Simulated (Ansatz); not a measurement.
Input and command of a calculation in Ansatz (plane waves; scalar-relativistic PAW potentials unless the input names others):

```yaml
crystal:
  lattice:
    - [2.8984787829, 0.0, 0.0]
    - [-1.4492393914, 2.5101562583, 0.0]
    - [0.0, 0.0, 2.9125895608]
  atoms:
    - { symbol: W, position: [0.0, 0.0, 0.0] }
    - { symbol: C, position: [0.6666666667, 0.3333333333, 0.5] }
basis:
  ecutwfc: 420
kpoints:
  mp_grid: { grid: [24, 24, 18] }
hamiltonian:
  xc: pbesol
scf:
  occupations: { method: cold, width: 0.1 }
output:
  forces: true
  eigenvalues: true
  stress: true
```

```bash
ansatz run input.yaml --threads 1 --pin off --max-ram 2560MiB --backend cpu --events-out ev --progress --plain --runs-dir out
```

Abridged log:
```
Pseudopotentials: kind: paw
Pseudopotential: W, paw, valence charge 14, recommended cutoff 420 eV (normal)
Pseudopotential: C, paw, valence charge 4, recommended cutoff 420 eV (normal)
Functional definition: PBEsol
Crystal: 2 atoms, lattice volume = 21.191 Å³
Basis set: ecut = 420 eV, 405 PW (Γ), exchange–correlation on 40×40×40 points (8 copies of the dense FFT grid, shifted against one another)
Bands: 13, of which v1, the nominal top of the filled ones, is band 9 counted from 1 (8 counted from 0)
Symmetry: 12 space group operations
Space group: P-6m2 (ITA 187), of the structure as read, at distance tolerance 2.8e-5 Å
k-points: 610 of 10368 (time reversal used)
Initial density: superposition of atomic densities (neutral atoms: chi_scale 0, normalization atom), corrected by the library's trained network
Initial wavefunctions: pseudopotential atomic-orbital guess
Functional: x = pbesol(κ = 0.804, μ = 0.12345679), c = pbesol(β = 0.046)
SCF iter   1: F=—  HF=-10503.679817 eV  |F-HF|=—  |Δ(HF+E_count)|=         —  Δρ=1.22e-2  dr2=2.83e-2  ethr=1.77e-3  ⟨swp⟩=5.1  Hψ=38666  notcnv=0
SCF iter   2: F=—  HF=-10503.678133 eV  |F-HF|=—  |Δ(HF+E_count)|=   1.68e-3  S|Δr|=    0.00e0  Δρ=7.87e-3  dr2=1.37e-2  ethr=1.57e-4  ⟨swp⟩=1.0  Hψ=12810  notcnv=0
SCF iter   3: F=—  HF=-10503.675700 eV  |F-HF|=—  |Δ(HF+E_count)|=   2.43e-3  S|Δr|=    0.00e0  Δρ=9.06e-4  dr2=1.00e-4  ethr=7.59e-5  ⟨swp⟩=2.2  Hψ=10397  notcnv=0
SCF iter   4: F=—  HF=-10503.675662 eV  |F-HF|=—  |Δ(HF+E_count)|=   3.83e-5  S|Δr|=    0.00e0  Δρ=2.44e-4  dr2=5.43e-6  ethr=5.56e-7  ⟨swp⟩=2.3  Hψ=12680  notcnv=0
SCF iter   5: F=—  HF=-10503.675652 eV  |F-HF|=—  |Δ(HF+E_count)|=   9.63e-6  S|Δr|=    0.00e0  Δρ=4.27e-5  dr2=2.09e-7  ethr=3.02e-8  ⟨swp⟩=1.7  Hψ=10154  notcnv=0
SCF iter   6: F=-10503.675652 eV  HF=-10503.675652 eV  |F-HF|=4.53e-9  |Δ(HF+E_count)|=  9.20e-10  S|Δr|=    0.00e0  Δρ=6.51e-6  dr2=7.31e-9  ethr=5.56e-10  ⟨swp⟩=6.0  Hψ=35583  notcnv=0
SCF 1 converged in 6 iterations: F = -10503.675652 eV  dr2 = 7.31e-9
SCF converged after 6 iterations
Stability not checked: this state was not tested for a lower state beside it, because cold or Methfessel-Paxton smearing, or corrected tetrahedra, fill the levels in a way that the test cannot read (fill_not_monotonic; see scf.lower_state_search)
Free energy (F): -10503.675652 eV
Harris-Foulkes:  -10503.675652 eV  (|F-HF|=4.53e-9)
Internal energy: -10503.676014 eV  (E = F + TS)
E sigma→0 (E₀):  -10503.675773 eV
Entropy (-TS):   0.000361 eV (0.181 meV/atom)
Fermi energy:    19.904342 eV
--- Forces (eV/Å), atoms counted from 1 ---
  atom   1  W      0.00000000     0.00000000     0.00000000
  atom   2  C      0.00000000     0.00000000     0.00000000
--- Stress (GPa, compression-positive) ---
       -4.977592       0.000000       0.000000
        0.000000      -4.977592       0.000000
        0.000000       0.000000     -27.044948
  P = ⅓ Tr σ = -12.3334 GPa (-123.334 kbar)
```

Apart from outputs and empty bands, the input differs from a reference run on usual settings in scf.occupations.method: "gaussian" → "cold". The reference, at the same geometry (not necessarily relaxed), gave pressure -12.32 GPa, largest force 0.000 eV/Å, no gap on the mesh. This run converged in 6 SCF iterations (reference: 6) with an energy at zero smearing 0.02 meV/atom below the reference's, pressure -12.33 GPa, largest force 0.000 eV/Å, no gap on the mesh.

It took 12 s on 1 thread of Arm Neoverse V2 (shared host), peak memory 0.47 GiB.